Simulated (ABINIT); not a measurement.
# TePt (R-3m) in ABINIT: single point with LDA

Aim: the single point of TePt with LDA.

Program: ABINIT 10.8.3 (patched build). These are calculated values, not measurements. Logs are shortened: lines on timing, memory, paths and dates and some standing lists are left out, and cuts for length are marked. The log counts tension as positive stress, the text compression.

**1. The crystal as given**

It takes space group R-3m (No. 166, trigonal). Conventional cell: a = 3.963 Å, b = 3.963 Å, c = 19.983 Å, α = 90.00°, β = 90.00°, γ = 120.00°. Pt (site symmetry 3m) has 3 Te at 2.59 Å and 3 Pt at 2.72 Å as nearest neighbours. Te (site symmetry 3m) has 3 Pt at 2.59 Å as nearest neighbours.

**2. Single point, LDA**

Input file run.abi:

```
# Pseudopotentials
pp_dirpath "./"
pseudos "Pt.upf, Te.upf"

# Structure
acell 3*1.0 Angstrom
rprim
     1.9815661262     1.1440577364     6.6610334788
    -1.9815661262     1.1440577364     6.6610334788
     0.0000000000    -2.2881154728     6.6610334788
ntypat 2
znucl 78 52
natom 4
typat 1 1 2 2
xred
     0.1296666667     0.1296666667     0.1296666667
     0.8703333333     0.8703333333     0.8703333333
     0.4020000000     0.4020000000     0.4020000000
     0.5980000000     0.5980000000     0.5980000000

# Plane-wave basis
ecut 952.398519 eV

# k points
kptopt 1
ngkpt 6 6 6
nshiftk 1
shiftk 0.0 0.0 0.0

# Exchange and correlation
ixc 7

# Bands and occupations
nband 41
occopt 3
tsmear 0.05 eV

# SCF cycle
nstep 100
tolvrs 1.0e-10

# Output
iomode 3
prtwf 0
prtden 0
prteig 0
prtebands 0
enunit 2
prtvol 2
```

Potentials or basis: PseudoDojo NC SR LDA v0.4.1 standard.

On the command line:

```sh
$ mpirun --bind-to none -np 4 abinit run.abi > log 2>&1
```

run.abo:

```text
.Version 10.8.3 of ABINIT
 Symmetries : space group R-3 m (#166); Bravais hR (rhombohedral)
================================================================================
 Values of the parameters that define the memory need of the present run
     intxc =       0    ionmov =       0      iscf =       7    lmnmax =       8
     lnmax =       8     mgfft =      72  mpssoang =       4    mqgrid =    3001
     natom =       4  nloc_mem =       1    nspden =       1   nspinor =       1
    nsppol =       1      nsym =      12    n1xccc =    2501    ntypat =       2
    occopt =       3   xclevel =       1
       mpw =        6064          nfft =      373248          nkpt =          32
================================================================================
================================================================================

--------------------------------------------------------------------------------
------------- Echo of variables that govern the present computation ------------
--------------------------------------------------------------------------------
 -outvars: echo values of preprocessed input variables --------
            acell      1.8897261259E+00  1.8897261259E+00  1.8897261259E+00 Bohr
              amu      1.95080000E+02  1.27600000E+02
             ecut      3.50000000E+01 Hartree
           enunit           2
              ixc           7
         kptrlatt        6    0    0      0    6    0      0    0    6
          kptrlen      4.49354073E+01
            natom           4
            nband          41
            ngfft          72      72      72
             nkpt          32
            nstep         100
             nsym          12
           ntypat           2
           occopt           3
           prtden           0
        prtebands           0
           prteig           0
           prtvol           2
            prtwf           0
            rprim      1.9815661262E+00  1.1440577364E+00  6.6610334788E+00
                      -1.9815661262E+00  1.1440577364E+00  6.6610334788E+00
                       0.0000000000E+00 -2.2881154728E+00  6.6610334788E+00
          spgroup         166
           tolvrs      1.00000000E-10
           tsmear      1.83746611E-03 Hartree
            typat      1  1  2  2
           xangst     -1.3188816858E-17 -1.2061575626E-17  2.5911420239E+00
                       5.0065980765E-17  2.1576555021E-17  1.7391958412E+01
                       4.7492314507E-18  3.5369846304E-17  8.0332063754E+00
                      -4.7492314507E-18  8.2131098346E-17  1.1949894061E+01
            xcart     -2.4923251786E-17 -2.2793074580E-17  4.8965487785E+00
[... 837 lines left out ...]
  15.35709
 kpt#   2, nband= 41, wtk=  0.02778, kpt=  0.1667  0.0000  0.0000 (reduced coord)
 -89.70834  -89.68974  -43.88162  -43.87792  -43.77407  -43.74499  -43.68219  -43.60611
 -28.29832  -28.29761  -28.29432  -28.29306  -28.27370  -28.27314  -28.27129  -28.27031
 -28.26547  -28.26348   -4.19057   -2.84155    2.39056    3.46799    3.49659    3.84229
   4.47949    4.64124    5.42194    5.52291    6.91527    6.98195    7.26029    7.92659
   9.45466    9.61386   10.38587   11.11073   11.52250   14.09667   14.61287   15.23201
  16.05041
 kpt#   3, nband= 41, wtk=  0.02778, kpt=  0.3333  0.0000  0.0000 (reduced coord)
 -89.70514  -89.69294  -43.88910  -43.87708  -43.80538  -43.73867  -43.65141  -43.61011
 -28.29846  -28.29631  -28.29533  -28.29142  -28.27504  -28.27314  -28.27166  -28.26892
[... 192 lines left out ...]
  15.75642
 kpt#  31, nband= 41, wtk=  0.02778, kpt= -0.3333  0.5000  0.3333 (reduced coord)
 -89.70611  -89.69201  -43.88939  -43.87505  -43.79968  -43.73939  -43.65877  -43.60858
 -28.29819  -28.29716  -28.29464  -28.29216  -28.27444  -28.27379  -28.27091  -28.26926
 -28.26510  -28.26194   -3.36490   -3.14427    2.68934    3.54619    3.68507    4.16907
   4.28446    4.67462    5.19346    5.96563    6.18088    6.46406    7.16581    7.30177
   8.20715    8.53106   10.24682   10.28022   11.46780   13.26772   15.22461   15.65724
  16.26025
 kpt#  32, nband= 41, wtk=  0.00463, kpt=  0.5000  0.5000  0.5000 (reduced coord)
 -89.70953  -89.68857  -43.87805  -43.87805  -43.74829  -43.74829  -43.70692  -43.60521
 -28.29833  -28.29833  -28.29384  -28.29384  -28.27352  -28.27352  -28.27059  -28.27059
 -28.26683  -28.26343   -3.89573   -3.78496    3.45458    3.45458    3.47497    4.06933
   4.06933    4.07148    5.91162    5.91162    7.00193    7.00193    7.23633    7.32505
  10.15948   10.15948   10.88098   10.88098   12.39754   13.41280   13.75122   15.78305
  15.78305
 Total charge density [el/Bohr^3]
)     Maximum=    1.5858E+00  at reduced coord.    0.5417    0.5694    0.7083
)Next maximum=    1.5858E+00  at reduced coord.    0.5694    0.5417    0.7083
)     Minimum=    1.3855E-04  at reduced coord.    0.4028    0.4028    0.4028
)Next minimum=    1.3855E-04  at reduced coord.    0.5972    0.5972    0.5972
   Integrated=    6.8000E+01

--- !EnergyTerms
iteration_state     : {dtset: 1, }
comment             : Components of total free energy in Hartree
kinetic             :  1.88421928034016E+02
hartree             :  1.17079710354603E+02
xc                  : -9.59133501433183E+01
Ewald energy        : -2.87854159435292E+02
psp_core            :  1.39436514905616E+01
local_psp           : -3.64145073975988E+02
non_local_psp       : -4.22156028389432E+01
internal            : -4.70682896514361E+02
'-kT*entropy'       : -8.07946628908465E-04
total_energy        : -4.70683704460990E+02
total_energy_eV     : -1.28079560817772E+04
band_energy         : -4.80688165768091E+01
...

 Cartesian components of stress tensor (hartree/bohr^3)
  sigma(1 1)=  1.24454735E-04  sigma(3 2)=  0.00000000E+00
  sigma(2 2)=  1.24454734E-04  sigma(3 1)=  0.00000000E+00
  sigma(3 3)=  1.19403423E-04  sigma(2 1)=  0.00000000E+00

-Cartesian components of stress tensor (GPa)         [Pressure= -3.6120E+00 GPa]
- sigma(1 1)=  3.66158471E+00  sigma(3 2)=  0.00000000E+00
- sigma(2 2)=  3.66158469E+00  sigma(3 1)=  0.00000000E+00
- sigma(3 3)=  3.51296998E+00  sigma(2 1)=  0.00000000E+00

== END DATASET(S) ==============================================================
================================================================================

 -outvars: echo values of variables after computation  --------
            acell      1.8897261259E+00  1.8897261259E+00  1.8897261259E+00 Bohr
           etotal     -4.7068370446E+02
            fcart      2.2667293793E-18 -7.9137338286E-20  6.4740822075E-03
                      -2.2667293793E-18  7.9137338286E-20 -6.4740822075E-03
                       1.4849991895E-19 -1.4289759180E-19  1.3652541237E-03
                      -1.4849991895E-19  1.4289759180E-19 -1.3652541237E-03
            rprim      1.9815661262E+00  1.1440577364E+00  6.6610334788E+00
                      -1.9815661262E+00  1.1440577364E+00  6.6610334788E+00
                       0.0000000000E+00 -2.2881154728E+00  6.6610334788E+00
           strten      1.2445473485E-04  1.2445473399E-04  1.1940342277E-04
                       0.0000000000E+00  0.0000000000E+00  0.0000000000E+00
           xangst     -1.3188816858E-17 -1.2061575626E-17  2.5911420239E+00
                       5.0065980765E-17  2.1576555021E-17  1.7391958412E+01
                       4.7492314507E-18  3.5369846304E-17  8.0332063754E+00
                      -4.7492314507E-18  8.2131098346E-17  1.1949894061E+01
             xred      1.2966666670E-01  1.2966666670E-01  1.2966666670E-01
                       8.7033333330E-01  8.7033333330E-01  8.7033333330E-01
                       4.0200000000E-01  4.0200000000E-01  4.0200000000E-01
                       5.9800000000E-01  5.9800000000E-01  5.9800000000E-01
 Calculation completed.
```

Run time: 88 s. Hardware: 4 MPI ranks of AMD EPYC 9R45 (Zen 5), shared host; peak memory 0.68 GiB.

What came out:

| Item | Value |
| --- | --- |
| Free energy | -12807.9561 eV |
| Largest force | 0.333 eV/Å |
| Band gap on the k mesh | none (metal or under the smearing width) |
| Valence electrons inside the program's atomic spheres | Pt 14.54; Te 11.94 |

Forces on the atoms (eV/Å):
```
Pt   0.000  0.000  0.333
Pt   0.000  0.000 -0.333
Te   0.000  0.000  0.070
Te   0.000  0.000 -0.070
```

Levels at points of the mesh, in eV from the Fermi level:
| k point | band 30 | band 31 | band 32 | band 33 | band 34 | band 35 | band 36 | band 37 | band 38 | band 39 |
| --- | --- | --- | --- | --- | --- | --- | --- | --- | --- | --- |
| (0.00, 0.00, 0.00) | -1.95 | -1.74 | 0.67 | 0.67 | 0.83 | 1.19 | 2.84 | 2.84 | 4.58 | 6.14 |
| (0.50, 0.00, 0.00) | -2.52 | -2.48 | -1.96 | -1.85 | -1.05 | 0.31 | 1.35 | 1.97 | 3.75 | 4.86 |
| (0.50, 0.50, 0.00) | -2.48 | -2.47 | -1.82 | -1.73 | -1.31 | -1.16 | 2.52 | 3.79 | 4.79 | 5.53 |
| (0.50, 0.50, 0.50) | -1.93 | -1.70 | -1.61 | 1.22 | 1.22 | 1.95 | 1.95 | 3.46 | 4.48 | 4.82 |

Caveat: the cutoff is too short for stress, so the log's stress isn't used. Spin-orbit coupling is left out, which matters for the levels of Pt, Te.
